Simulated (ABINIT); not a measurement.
# Au (Fm-3m) in ABINIT: notebook

One crystal, Au, is run at these levels: PBE, PBEsol; tasks: single point.

Program: ABINIT 10.8.3 (patched build). These are calculated values, not measurements. Logs are shortened: lines on timing, memory, paths and dates and some standing lists are left out, and cuts for length are marked. The log counts tension as positive stress, the text compression.

## (1) The structure

It takes space group Fm-3m (No. 225, cubic). The conventional cell has a = 4.070 Å, b = 4.070 Å, c = 4.070 Å, α = 90.00°, β = 90.00°, γ = 90.00°. Around Au (site symmetry m-3m) lie 12 Au at 2.88 Å.

## (2) Single point, PBE

The input, run.abi:

```
pp_dirpath "./"
pseudos "Au.upf"

acell 3*1.0 Angstrom
rprim
     0.0000000000     2.0350000000     2.0350000000
     2.0350000000     0.0000000000     2.0350000000
     2.0350000000     2.0350000000     0.0000000000
ntypat 1
znucl 79
natom 1
typat 1
xred
     0.0000000000     0.0000000000     0.0000000000

ecut 32.0

kptopt 1
ngkpt 8 8 8
nshiftk 1
shiftk 0.0 0.0 0.0

ixc 11

nband 14
occopt 3
tsmear 0.00183747

nstep 100
tolvrs 1.0e-10

iomode 3
prtwf 0
prtden 0
prteig 0
prtebands 0
enunit 1
```

Potentials or basis: PseudoDojo NC SR PBE v0.4.1 standard.

The run is started by

```console
$ abinit run.abi > log 2>&1
```

run.abo:

```text
.Version 10.8.3 of ABINIT
 Symmetries : space group Fm -3 m (#225); Bravais cF (face-center cubic)
================================================================================
 Values of the parameters that define the memory need of the present run
     intxc =       0    ionmov =       0      iscf =       7    lmnmax =       7
     lnmax =       7     mgfft =      30  mpssoang =       4    mqgrid =    3001
     natom =       1  nloc_mem =       1    nspden =       1   nspinor =       1
    nsppol =       1      nsym =      48    n1xccc =    2501    ntypat =       1
    occopt =       3   xclevel =       2
       mpw =         995          nfft =       27000          nkpt =          29
================================================================================
================================================================================

--------------------------------------------------------------------------------
------------- Echo of variables that govern the present computation ------------
--------------------------------------------------------------------------------
 -outvars: echo values of preprocessed input variables --------
            acell      1.8897261259E+00  1.8897261259E+00  1.8897261259E+00 Bohr
              amu      1.96966540E+02
             ecut      3.20000000E+01 Hartree
           enunit           1
              ixc          11
         kptrlatt        8    0    0      0    8    0      0    0    8
          kptrlen      4.35079144E+01
            natom           1
            nband          14
            ngfft          30      30      30
             nkpt          29
            nstep         100
             nsym          48
           ntypat           1
           occopt           3
           prtden           0
        prtebands           0
           prteig           0
            prtwf           0
            rprim      0.0000000000E+00  2.0350000000E+00  2.0350000000E+00
                       2.0350000000E+00  0.0000000000E+00  2.0350000000E+00
                       2.0350000000E+00  2.0350000000E+00  0.0000000000E+00
          spgroup         225
           tolvrs      1.00000000E-10
           tsmear      1.83747000E-03 Hartree
            typat      1
            znucl       79.00000

================================================================================

 chkinp: Checking input parameters for consistency.

================================================================================
== DATASET  1 ==================================================================

--- !DatasetInfo
iteration_state: {dtset: 1, }
dimensions: {natom: 1, nkpt: 29, mband: 14, nsppol: 1, nspinor: 1, nspden: 1, mpw: 995, }
cutoff_energies: {ecut:  32.0, pawecutdg:  -1.0, }
electrons: {nelect:   1.90000000E+01, charge:   0.00000000E+00, occopt:   3.00000000E+00, tsmear:   1.83747000E-03, }
meta: {optdriver: 0, ionmov: 0, optcell: 0, iscf: 7, paral_kgb: 0, }
...

 Exchange-correlation functional for the present dataset will be:
  GGA: Perdew-Burke-Ernzerhof functional - ixc=11
  J.P.Perdew, K.Burke, M.Ernzerhof, PRL 77, 3865 (1996)

 Real(R)+Recip(G) space primitive vectors, cartesian coordinates (Bohr,Bohr^-1):
 R(1)=  0.0000000  3.8455927  3.8455927  G(1)= -0.1300190  0.1300190  0.1300190
 R(2)=  3.8455927  0.0000000  3.8455927  G(2)=  0.1300190 -0.1300190  0.1300190
 R(3)=  3.8455927  3.8455927  0.0000000  G(3)=  0.1300190  0.1300190 -0.1300190
 Unit cell volume ucvol=  1.1374173E+02 bohr^3
 Angles (23,13,12)=  6.00000000E+01  6.00000000E+01  6.00000000E+01 degrees

 getcut: wavevector=  0.0000  0.0000  0.0000  ngfft=  30  30  30
         ecut(hartree)=     32.000   => boxcut(ratio)=   2.16863

--- Pseudopotential description ------------------------------------------------
- pspini: atom type   1  psp file is ./Au.upf
12 -101130 3 -1 1356                          pspcod,pspxc,lmax,lloc,mmax
     nproj     2     2     2     1

   6.12448423E+02                                ecore*ucvol(ha*bohr**3)
--------------------------------------------------------------------------------

================================================================================

--- !BeginCycle
iteration_state: {dtset: 1, }
solver: {iscf: 7, nstep: 100, nline: 4, wfoptalg: 0, }
tolerances: {tolvrs: 1.00E-10, }
...

     iter   Etot(hartree)      deltaE(h)  residm     vres2
 ETOT  1  -148.15320946883    -1.482E+02 1.022E-01 4.775E+01
 ETOT  2  -148.18701508467    -3.381E-02 2.818E-03 3.328E+01
 ETOT  3  -148.19655891046    -9.544E-03 3.917E-02 6.861E-03
 ETOT  4  -148.19656182212    -2.912E-06 2.354E-04 2.566E-04
 ETOT  5  -148.19656185180    -2.968E-08 3.736E-05 6.133E-06
 ETOT  6  -148.19656185263    -8.249E-10 2.336E-05 1.081E-08
 ETOT  7  -148.19656185263    -1.592E-12 5.015E-06 1.541E-10
 ETOT  8  -148.19656185262     5.315E-12 5.701E-06 2.761E-13

 At SCF step    8       vres2   =  2.76E-13 < tolvrs=  1.00E-10 =>converged.

 Cartesian components of stress tensor (hartree/bohr^3)
  sigma(1 1)= -3.29626927E-04  sigma(3 2)=  0.00000000E+00
  sigma(2 2)= -3.29626927E-04  sigma(3 1)=  0.00000000E+00
  sigma(3 3)= -3.29626927E-04  sigma(2 1)=  0.00000000E+00

--- !ResultsGS
iteration_state: {dtset: 1, }
comment   : Summary of ground state results
lattice_vectors:
- [  0.0000000,   3.8455927,   3.8455927, ]
- [  3.8455927,   0.0000000,   3.8455927, ]
- [  3.8455927,   3.8455927,   0.0000000, ]
lattice_lengths: [   5.43849,    5.43849,    5.43849, ]
lattice_angles: [ 60.000,  60.000,  60.000, ] # degrees, (23, 13, 12)
lattice_volume:   1.1374173E+02
convergence: {deltae:  5.315E-12, res2:  2.761E-13, residm:  5.701E-06, diffor: null, }
etotal    :  -1.48196562E+02
entropy   :   0.00000000E+00
fermie    :   4.87300355E-01
cartesian_stress_tensor: # hartree/bohr^3
- [ -3.29626927E-04,   0.00000000E+00,   0.00000000E+00, ]
- [  0.00000000E+00,  -3.29626927E-04,   0.00000000E+00, ]
- [  0.00000000E+00,   0.00000000E+00,  -3.29626927E-04, ]
pressure_GPa:   9.6980E+00
xred      :
- [  0.0000E+00,   0.0000E+00,   0.0000E+00, Au]
cartesian_forces: # hartree/bohr
- [ -0.00000000E+00,  -0.00000000E+00,  -0.00000000E+00, ]
force_length_stats: {min:   0.00000000E+00, max:   0.00000000E+00, mean:   0.00000000E+00, }
...

 Integrated electronic density in atomic spheres:
 ------------------------------------------------
 Atom  Sphere_radius  Integrated_density
    1        2.00000         15.58651389
================================================================================

 ----iterations are completed or convergence reached----

 Mean square residual over all n,k,spin=   26.552E-09; max=  57.006E-07
 reduced coordinates (array xred) for    1 atoms
       0.000000000000      0.000000000000      0.000000000000
 rms dE/dt=  0.0000E+00; max dE/dt=  0.0000E+00; dE/dt below (all hartree)
    1       0.000000000000      0.000000000000      0.000000000000

 cartesian coordinates (angstrom) at end:
    1      0.00000000000000     0.00000000000000     0.00000000000000

 cartesian forces (hartree/bohr) at end:
    1     -0.00000000000000    -0.00000000000000    -0.00000000000000
 frms,max,avg= 0.0000000E+00 0.0000000E+00   0.000E+00  0.000E+00  0.000E+00 h/b

 cartesian forces (eV/Angstrom) at end:
    1     -0.00000000000000    -0.00000000000000    -0.00000000000000
 frms,max,avg= 0.0000000E+00 0.0000000E+00   0.000E+00  0.000E+00  0.000E+00 e/A
 length scales=  1.889726125908  1.889726125908  1.889726125908 bohr
              =  1.000000000000  1.000000000000  1.000000000000 angstroms
 Fermi (or HOMO) energy (eV) =  13.26012   Average Vxc (eV)= -13.70447
 Eigenvalues (   eV  ) for nkpt=  29  k points:
 kpt#   1, nband= 14, wtk=  0.00195, kpt=  0.0000  0.0000  0.0000 (reduced coord)
 -92.34043  -43.59661  -43.59661  -43.59661    3.30681    8.55083    8.55083    8.55083
  10.10128   10.10128   27.75943   31.81626   31.81626   31.81626
 prteigrs : prtvol=0 or 1, do not print more k-points.

--- !EnergyTerms
iteration_state     : {dtset: 1, }
comment             : Components of total free energy in Hartree
kinetic             :  4.25842321797748E+01
hartree             :  2.58558272966360E+01
xc                  : -2.60781925827231E+01
Ewald energy        : -1.07599488064150E+02
psp_core            :  5.38455332491101E+00
local_psp           : -9.08562238354315E+01
non_local_psp       :  2.51290773805902E+00
internal            : -1.48196383942923E+02
'-kT*entropy'       : -1.77909698852651E-04
total_energy        : -1.48196561852622E+02
total_energy_eV     : -4.03263388489812E+03
band_energy         : -1.27789719058179E+01
...

 Cartesian components of stress tensor (hartree/bohr^3)
  sigma(1 1)= -3.29626927E-04  sigma(3 2)=  0.00000000E+00
  sigma(2 2)= -3.29626927E-04  sigma(3 1)=  0.00000000E+00
  sigma(3 3)= -3.29626927E-04  sigma(2 1)=  0.00000000E+00

-Cartesian components of stress tensor (GPa)         [Pressure=  9.6980E+00 GPa]
- sigma(1 1)= -9.69795902E+00  sigma(3 2)=  0.00000000E+00
- sigma(2 2)= -9.69795902E+00  sigma(3 1)=  0.00000000E+00
- sigma(3 3)= -9.69795902E+00  sigma(2 1)=  0.00000000E+00

== END DATASET(S) ==============================================================
================================================================================

 -outvars: echo values of variables after computation  --------
            acell      1.8897261259E+00  1.8897261259E+00  1.8897261259E+00 Bohr
           etotal     -1.4819656185E+02
            fcart     -0.0000000000E+00 -0.0000000000E+00 -0.0000000000E+00
            rprim      0.0000000000E+00  2.0350000000E+00  2.0350000000E+00
                       2.0350000000E+00  0.0000000000E+00  2.0350000000E+00
                       2.0350000000E+00  2.0350000000E+00  0.0000000000E+00
           strten     -3.2962692713E-04 -3.2962692713E-04 -3.2962692713E-04
                       0.0000000000E+00  0.0000000000E+00  0.0000000000E+00
 Calculation completed.
```

It took 11 s on 1 thread of Arm Neoverse V1, shared host; peak memory 0.06 GiB.

What came out:

| Item | Value |
| --- | --- |
| Free energy | -4032.6339 eV |
| Band gap on the k mesh | none (metal or under the smearing width) |
| Valence electrons inside the program's atomic spheres | Au 15.59 (radii [1.0584] Å) |

Levels at points of the mesh, in eV from the Fermi level:
| k point | band 7 | band 8 | band 9 | band 10 | band 11 | band 12 | band 13 | band 14 |
| --- | --- | --- | --- | --- | --- | --- | --- | --- |
| (0.00, 0.00, 0.00) | -4.71 | -4.71 | -3.16 | -3.16 | 14.50 | 18.56 | 18.56 | 18.56 |
| (0.50, 0.00, 0.00) | -4.75 | -1.93 | -1.93 | -0.99 | 3.17 | 13.96 | 17.24 | 17.24 |
| (0.50, 0.50, 0.00) | -1.98 | -1.60 | -1.60 | 1.01 | 5.90 | 10.07 | 10.07 | 17.33 |

Caveat: the cutoff is too short for stress, so the log's stress isn't used. Spin-orbit coupling is left out, which matters for the levels of Au.

## (3) Single point, PBEsol

The input, run.abi:

```
# Pseudopotentials
pp_dirpath "./"
pseudos "Au.upf"

# Structure
acell 3*1.0
rprim
     0.0000000000     3.8455926636     3.8455926636
     3.8455926636     0.0000000000     3.8455926636
     3.8455926636     3.8455926636     0.0000000000
ntypat 1
znucl 79
natom 1
typat 1
xred
     0.0000000000     0.0000000000     0.0000000000

# Plane-wave basis
ecut 32.0

# k points
kptopt 1
ngkpt 8 8 8
nshiftk 1
shiftk 0.0 0.0 0.0

# Exchange and correlation
ixc -116133

# Bands and occupations
nband 14
occopt 3
tsmear 0.00183747

# SCF cycle
nstep 100
tolvrs 1.0e-10

# Output
iomode 3
prtwf 0
prtden 0
prteig 0
prtebands 0
enunit 2
```

Potentials or basis: PseudoDojo NC SR PBEsol v0.4 stringent.

The run is started by

```console
$ abinit run.abi > log 2>&1
```

It took 10 s on 1 thread of Arm Neoverse V1, shared host; peak memory 0.06 GiB.

The run converged. Its results:

| Item | Value |
| --- | --- |
| Free energy | -4011.5119 eV |
| Pressure | 0.7 GPa |
| Band gap on the k mesh | none (metal or under the smearing width) |
| Valence electrons inside the program's atomic spheres | Au 15.57 (radii [1.0584] Å) |

Levels at points of the mesh, in eV from the Fermi level:
```tsv
k point	band 6	band 7	band 8	band 9	band 10	band 11	band 12	band 13	band 14
(0.00, 0.00, 0.00)	-4.69	-4.69	-4.69	-3.13	-3.13	14.45	18.50	18.50	18.50
(0.50, 0.00, 0.00)	-4.73	-4.73	-1.90	-1.90	-1.06	3.16	13.90	17.18	17.18
(0.50, 0.50, 0.00)	-6.81	-1.94	-1.57	-1.57	0.94	5.88	10.01	10.01	17.29
```

Caveat: the cutoff is short for stress, so the pressure is rough.
